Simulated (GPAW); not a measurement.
# SnTe (Fm-3m) in GPAW: settings compared

One crystal, SnTe, is run at these levels: PBE, PBEsol; tasks: single point, relaxation of cell and atoms.

All numbers are computed with GPAW 26.7.0; they aren't measurements. Logs are shortened: lines on timing, memory, paths and dates and some standing lists are left out, and cuts for length are marked. The log counts tension as positive stress, the text compression.

**What was measured.**

A printed reference work, textbook reports, for a bulk crystal of SnTe at 300 K: band gap 0.18 eV (direct).

The results are compared with them further down.

## 1. Starting point

Symmetry: Fm-3m, No. 225, cubic system. The conventional cell has a = 6.302 Å, b = 6.302 Å, c = 6.302 Å, α = 90.00°, β = 90.00°, γ = 90.00°. Around Te (site symmetry m-3m) lie 6 Sn at 3.15 Å. Sn (site symmetry m-3m) has 6 Te at 3.15 Å as nearest neighbours.

## 2. Single point, PBE

Input file run.py:

```python
from ase.dft.bandgap import bandgap
from ase.io import read, write
from ase.units import GPa
from gpaw import GPAW, PW

atoms = read('SnTe.xyz')

calc = GPAW(mode=PW(450),
            xc='PBE',
            kpts={'size': (6, 6, 6), 'gamma': True},
            occupations={'name': 'fermi-dirac', 'width': 0.05},
            nbands=19,
            maxiter=120,
            txt='gpaw.txt')
atoms.calc = calc
energy = atoms.get_potential_energy()
forces = atoms.get_forces()
stress = atoms.get_stress()
calc.write('gs.gpw')
write('result.traj', atoms)
print(f'Energy: {energy:.6f} eV')
print('Forces (eV/A):')
print(forces.round(4))
print('Stress (GPa):', (stress / GPa).round(3))
print('Fermi level:', round(calc.get_fermi_level(), 4), 'eV')
print(f'Gap: {bandgap(calc)[0]:.4f} eV, direct: {bandgap(calc, direct=True)[0]:.4f} eV')
```

Input file SnTe.xyz:

```xyz
2
Lattice="0.0000000000 3.1508500000 3.1508500000 3.1508500000 0.0000000000 3.1508500000 3.1508500000 3.1508500000 0.0000000000" Properties=species:S:1:pos:R:3 pbc="T T T"
Te     3.1508500000      3.1508500000      3.1508500000
Sn     0.0000000000      0.0000000000      0.0000000000
```

Potentials or basis: GPAW PAW data sets (gpaw-data 1.2.1), pw.

Command:

```sh
$ OMP_NUM_THREADS=1 python run.py
```

gpaw.txt:

```text
__  _  _
 | _ |_)|_||  |
 |__||  | ||/\| - 26.7.0

Input parameters:
  mode=PW(ecut=450.00000000000006),
  kpts=MonkhorstPack(size=(6, 6, 6), gamma=True),
  maxiter=120,
  nbands=19,
  occupations=Occupations(name='fermi-dirac', width=0.05),
  xc=XC(name='PBE')

Diagonalizing LCAO Hamiltonian
Converting LCAO to pw mode

                 Te

       Sn

Atoms  # Å, Bohr magnetons
|   | symbol |        x |        y |        z |    initial magnetic moments |
|---|--------|----------|----------|----------|-----------------------------|
| 0 |     Te | 3.150850 | 3.150850 | 3.150850 | ( 0.0000,  0.0000,  0.0000) |
| 1 |     Sn | 0.000000 | 0.000000 | 0.000000 | ( 0.0000,  0.0000,  0.0000) |

Unit cell  # Å
| periodic |        x |        y |        z |  lengths |    angles |
|----------|----------|----------|----------|----------|-----------|
|      yes | 0.000000 | 3.150850 | 3.150850 | 4.455975 | 60.000000 |
|      yes | 3.150850 | 0.000000 | 3.150850 | 4.455975 | 60.000000 |
|      yes | 3.150850 | 3.150850 | 0.000000 | 4.455975 | 60.000000 |

Number of symmetries: 48
Symmetry operations  # r_c * U_cc + t_c -> r_c
|    | kind |            matrix            |
|----|------|------------------------------|
|  0 |  σ   |  1, 0, 0,  1, 0,-1,  1,-1, 0 |
|  1 |  C2  |  1, 0, 0,  1,-1, 0,  1, 0,-1 |
|  2 |  E   |  1, 0, 0,  0, 1, 0,  0, 0, 1 |
|  3 |  σ   |  1, 0, 0,  0, 0, 1,  0, 1, 0 |
|  4 |  C4  |  1, 0,-1,  1, 0, 0,  1,-1, 0 |
|  5 |  S6  |  1, 0,-1,  1,-1, 0,  1, 0, 0 |
|  6 |  σ   |  1, 0,-1,  0, 1,-1,  0, 0,-1 |
|  7 |  C3  |  1, 0,-1,  0, 0,-1,  0, 1,-1 |
|  8 |  S6  |  1,-1, 0,  1, 0, 0,  1, 0,-1 |
|  9 |  C4  |  1,-1, 0,  1, 0,-1,  1, 0, 0 |
| 10 |  C3  |  1,-1, 0,  0,-1, 1,  0,-1, 0 |
| 11 |  σ   |  1,-1, 0,  0,-1, 0,  0,-1, 1 |
| 12 |  σ   |  0, 1, 0,  1, 0, 0,  0, 0, 1 |
| 13 |  C4  |  0, 1, 0,  0, 1,-1, -1, 1, 0 |
| 14 |  C3  |  0, 1, 0,  0, 0, 1,  1, 0, 0 |
| 15 |  S6  |  0, 1, 0, -1, 1, 0,  0, 1,-1 |
| 16 |  C2  |  0, 1,-1,  1, 0,-1,  0, 0,-1 |
| 17 |  σ   |  0, 1,-1,  0, 1, 0, -1, 1, 0 |
| 18 |  S4  |  0, 1,-1,  0, 0,-1,  1, 0,-1 |
| 19 |  C4  |  0, 1,-1, -1, 1, 0,  0, 1, 0 |
| 20 |  C3  |  0, 0, 1,  1, 0, 0,  0, 1, 0 |
| 21 |  σ   |  0, 0, 1,  0, 1, 0,  1, 0, 0 |
| 22 |  S6  |  0, 0, 1,  0,-1, 1, -1, 0, 1 |
| 23 |  C4  |  0, 0, 1, -1, 0, 1,  0,-1, 1 |
| 24 |  S4  |  0, 0,-1,  1, 0,-1,  0, 1,-1 |
| 25 |  C3  |  0, 0,-1,  0, 1,-1,  1, 0,-1 |
| 26 |  C2  |  0, 0,-1,  0,-1, 0, -1, 0, 0 |
| 27 |  S6  |  0, 0,-1, -1, 0, 0,  0,-1, 0 |
| 28 |  S4  |  0,-1, 1,  1,-1, 0,  0,-1, 0 |
| 29 |  C4  |  0,-1, 1,  0, 0, 1, -1, 0, 1 |
| 30 |  C2  |  0,-1, 1,  0,-1, 0,  1,-1, 0 |
| 31 |  σ   |  0,-1, 1, -1, 0, 1,  0, 0, 1 |
| 32 |  C3  |  0,-1, 0,  1,-1, 0,  0,-1, 1 |
| 33 |  S6  |  0,-1, 0,  0, 0,-1, -1, 0, 0 |
| 34 |  S4  |  0,-1, 0,  0,-1, 1,  1,-1, 0 |
| 35 |  C2  |  0,-1, 0, -1, 0, 0,  0, 0,-1 |
| 36 |  C2  | -1, 1, 0,  0, 1, 0,  0, 1,-1 |
| 37 |  S6  | -1, 1, 0,  0, 1,-1,  0, 1, 0 |
| 38 |  S4  | -1, 1, 0, -1, 0, 1, -1, 0, 0 |
| 39 |  C3  | -1, 1, 0, -1, 0, 0, -1, 0, 1 |
| 40 |  S6  | -1, 0, 1,  0, 0, 1,  0,-1, 1 |
| 41 |  C2  | -1, 0, 1,  0,-1, 1,  0, 0, 1 |
| 42 |  C3  | -1, 0, 1, -1, 1, 0, -1, 0, 0 |
| 43 |  S4  | -1, 0, 1, -1, 0, 0, -1, 1, 0 |
| 44 |  C2  | -1, 0, 0,  0, 0,-1,  0,-1, 0 |
| 45 |  i   | -1, 0, 0,  0,-1, 0,  0, 0,-1 |
| 46 |  σ   | -1, 0, 0, -1, 1, 0, -1, 0, 1 |
| 47 |  C2  | -1, 0, 0, -1, 0, 1, -1, 1, 0 |

BZ-sampling:
  Number of BZ points: 216
  Number of IBZ points: 16
[... 61 lines left out ...]
    |   5p |  4.000 |      -5.955 |    1.196 |
    |    s |        |      12.123 |    1.180 |
    |    p |        |      21.256 |    1.196 |
    |    d |        |       0.000 |    1.238 |

    Using partial waves for Te as LCAO basis

  Sn:
    name:    Tin
    Z:       50.0
    valence: 14
    core:    36
    charge:  0.0  # [|e|]
    compensation charges:
      type: gauss
      rc: 0.38  # [Å]
      lmax: 2
    cutoffs:
      filter: 2.23  # [Å]
      core: 2.35  # [Å]
    projectors
    | kind |    occ | energy [eV] | rcut [Å] |
    |------|--------|-------------|----------|
    |   5s |  2.000 |     -10.538 |    1.201 |
    |   5p |  2.000 |      -3.696 |    1.270 |
    |   4d | 10.000 |     -25.845 |    1.185 |
    |    s |        |      16.674 |    1.201 |
    |    p |        |      23.515 |    1.270 |
    |    d |        |       1.367 |    1.185 |

    Using partial waves for Sn as LCAO basis

Reference energy: -352801.376741  # eV

eigensolver:
  PPCG
  Converge bands: occupied
  niter=2

density mixing:
  MSR1-Mixer
  Pratt-step length: 0.05
  Maximum mixing coefficient: 0.75
  Old densities: 10
  SVD Regularization: 0.005
  Good broyden scale: 1.0
  Trust region scale: 1.0
  Backstep threshold: 4.0
  History deletion threshold: 6.0
  Fourier metric: weight=20.0, sigma=0.015

occupation numbers:
  Fermi-Dirac:
    width: 0.0500  # eV

poisson solver:
  ecut: 3600.0000000000005  # eV

xc functional:
  name: PBE with 2 nearest neighbor stencil

convergence criteria:
- Maximum [total energy] change in last 3 cyles: 0.0005 eV / valence electron
- Maximum integral of absolute [dens]ity change: 0.0001 electrons / valence electron
- Maximum integral of absolute [eigenst]ate change: 4e-08 eV^2 / valence electron
maximum number of iterations: 120

SCF iterations
|iter     | |      energy | eigst |  dens |
|---------|-|-------------|-------|-------|
|iter:   1| |   -7.805248 | -0.19 |       |
|iter:   2| |   -7.798922 | -2.34 | -1.48 |
|iter:   3| |   -7.768024 | -2.72 | -1.52 |
|iter:   4| |   -7.769308 | -4.18 | -2.11 |
|iter:   5| |   -7.769523c| -4.81 | -2.61 |
|iter:   6| |   -7.769532c| -6.25 | -3.32 |
|iter:   7| |   -7.769533c| -7.58c| -4.17c|

Converged in 7 steps
Energy contributions relative to reference atoms: (reference = -352801.376741)

Energy contributions:
  Kinetic:          15.261312
  Coulomb:         -15.306884
  Zero:              0.185958
  External:          0.000000
  Xc:               -7.908823
  Entropy:          -0.002192
  Spinorbit:         0.000000
  ----------------------------
  Free energy:      -7.770629
  Extrapolated:     -7.769533

dipole moment: (-21.374850, -21.374850, -21.374850)  # |e|*Ang

Fermi level: 6.521
Eigenvalues  # (at kpt = [0.000, 0.000, 0.000])
| band index |      eig [eV] | occ [0-2] |
|------------|---------------|-----------|
|          0 |       -15.434 |     2.000 |
|        ... |               |           |
|          2 |       -15.427 |     2.000 |
|          3 |       -15.427 |     2.000 |
|          4 |       -15.427 |     2.000 |
|          5 |        -6.329 |     2.000 |
|          6 |         1.800 |     2.000 |
|          7 |         4.307 |     2.000 |
[... 9 lines left out ...]
|         17 |        13.377 |     0.000 |
|         18 |        13.377 |     0.000 |

Gap: 0.106 eV
Transition (v -> c):
  (s=0, k=15, n=9, [0.50, 0.50, 0.50]) -> (s=0, k=15, n=10, [0.50, 0.50, 0.50])
No difference between direct/indirect transitions

Forces  # eV/Ang
|        x |        y |        z |
|----------|----------|----------|
| -0.00000 | -0.00000 |  0.00000 |  # Te   0
|  0.00000 |  0.00000 | -0.00000 |  # Sn   1

Stress tensor  # eV/Ang^3
|         x |         y |         z |
|-----------|-----------|-----------|
| -0.007574 | -0.000000 |  0.000000 |
| -0.000000 | -0.007574 |  0.000000 |
|  0.000000 |  0.000000 | -0.007574 |

# Writing to gs.gpw (mode='')
```

Run time: 9.5 s. Hardware: 1 thread of Arm Neoverse V1, shared host; peak memory 0.15 GiB.

Results:

```
Free energy            : -7.7706 eV
Pressure               : 1.2 GPa
Band gap on the k mesh : 0.11 eV, direct
```

Levels at points of the mesh, in eV from the valence-band top:
| k point | band 8 | band 9 | band 10 | band 11 | band 12 | band 13 |
| --- | --- | --- | --- | --- | --- | --- |
| (0.00, 0.00, 0.00) | -2.16 | -2.16 | -2.16 | 3.33 | 3.33 | 3.33 |
| (0.50, 0.50, 0.00) | -5.59 | -3.76 | -3.76 | 2.17 | 4.91 | 4.91 |
| (0.50, 0.50, 0.50) | -1.82 | -1.82 | 0.00 | 0.11 | 0.35 | 0.35 |

Caveat: the cutoff is short for stress and forces, so pressures can be off by a GPa or more; spin-orbit coupling is left out, which moves the levels of the heavy elements.

## 3. Relaxation of cell and atoms, PBEsol

Input file run.py:

```python
from ase import Atoms
from ase.filters import FrechetCellFilter
from ase.io import write
from ase.optimize import BFGS
from gpaw import GPAW, PW, setup_paths

setup_paths.insert(0, '.')

atoms = Atoms(['Te', 'Sn'],
              cell=[[0.0, 3.15085, 3.15085],
                    [3.15085, 0.0, 3.15085],
                    [3.15085, 3.15085, 0.0]],
              scaled_positions=[[0.5, 0.5, 0.5],
                                [0.0, 0.0, 0.0]],
              pbc=True)

calc = GPAW(mode=PW(600),
            xc='PBEsol',
            kpts={'size': (7, 7, 7), 'gamma': True},
            occupations={'name': 'fermi-dirac', 'width': 0.05},
            nbands=19,
            convergence={'density': 1e-05, 'forces': 0.0001},
            maxiter=150,
            txt='gpaw.txt')
atoms.calc = calc
opt = BFGS(FrechetCellFilter(atoms), trajectory='relax.traj', logfile='-')
done = opt.run(fmax=0.02, steps=60)
calc.write('gs.gpw')
write('result.traj', atoms)
print('Converged:', done)
print('Cell:', atoms.cell.cellpar().round(4))
print('Volume:', round(atoms.get_volume(), 4))
print(atoms.get_scaled_positions().round(5))
```

Potentials or basis: PAW data sets generated in the run's folder for this functional, pw.

Command:

```sh
$ gpaw-setup -f PBEsol Sn Te
$ OMP_NUM_THREADS=1 python run.py
```

It took 43 s on 1 thread of Arm Neoverse V2, shared host; peak memory 0.19 GiB.

The run converged. Its results:

| Item | Value |
| --- | --- |
| Free energy | -8.6108 eV |
| Relaxed volume | 30.83 Å³/atom |
| Relaxed cell | a = 4.435 Å, b = 4.435 Å, c = 4.435 Å, α = 60.00°, β = 60.00°, γ = 60.00° |
| Space group after relaxing (to 0.05 Å) | Fm-3m (No. 225) |
| Energy gained by relaxing | 0.9 meV/atom |
| Ionic steps | 3 |
| Pressure after relaxing | 0.0 GPa |

Step by step:
```tsv
step	energy change (eV)	largest force (eV/Å)	pressure (GPa)	volume (Å³)
1	0.0000	0.0000	-0.65	62.56
2	-0.0006	0.0000	-0.53	62.39
3	-0.0017	0.0000	0.01	61.66
```

Final structure:
```
CELL_PARAMETERS angstrom
0.00000 3.13570 3.13570
3.13570 0.00000 3.13570
3.13570 3.13570 0.00000
ATOMIC_POSITIONS crystal
Te 0.50000 0.50000 0.50000
Sn 0.00000 0.00000 0.00000
```

Levels at points of the mesh, in eV from the Fermi level:
```csv
k point,band 7,band 8,band 9,band 10,band 11,band 12,band 13,band 14
"(0.00, 0.00, 0.00)",-4.68,-2.23,-2.23,-2.23,3.31,3.31,3.31,4.67
```

Caveat: this odd mesh misses L, where the gap lies, so gap, dielectric constants and Born charges aren't listed; later steps reuse the first step's grids.

## 4. How close it comes

Step 2. Measured gap of SnTe: 0.18 eV (direct; 300 K; a printed reference work, textbook). This calculation gives 0.11 eV (-0.07 eV). Spin-orbit coupling on Sn, Te is left out. The value is that of PBE on a finite k mesh, which can miss the band edges, without temperature or zero-point motion. Semilocal functionals fall short of measured gaps as a rule.
